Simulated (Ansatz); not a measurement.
Space group Fm-3m (No. 225). a = 5.843 Å, b = 5.843 Å, c = 5.843 Å, α = 90.00°, β = 90.00°, γ = 90.00°
```csv
atom,site,symmetry,x,y,z
Ag,4a,m-3m,0.0000,0.0000,0.0000
Br,4b,m-3m,0.5000,0.0000,0.0000
```

Equation of state of this AgBr structure (not necessarily the ground state), with shape and atoms relaxed at each volume where symmetry leaves them free. These are results of DFT PBE, scalar-relativistic, plane waves, PAW in Ansatz 0.2.0, not measurements.

Plane waves to 420 eV, a k mesh through Γ of 8×8×8 on the computed 2-atom cell and Gaussian smearing (0.02 eV); no spin polarisation.

```csv
V (Å³/atom),E − E(largest V) (meV/atom),P (GPa),gap on mesh (eV)
21.947,30.54,6.89,0.67
22.695,3.81,4.63,0.67
23.443,-13.32,2.77,0.67
24.191,-22.54,1.22,0.68
24.940,-25.19,-0.05,0.69
25.688,-22.44,-1.10,0.70
26.436,-15.22,-1.96,0.72
27.434,0.00,-2.89,0.74
```

Task: Fit a third-order Birch–Murnaghan equation to E(V).

Result: V0 = 24.91 Å³/atom, B0 = 39 GPa, B0' = 5.4.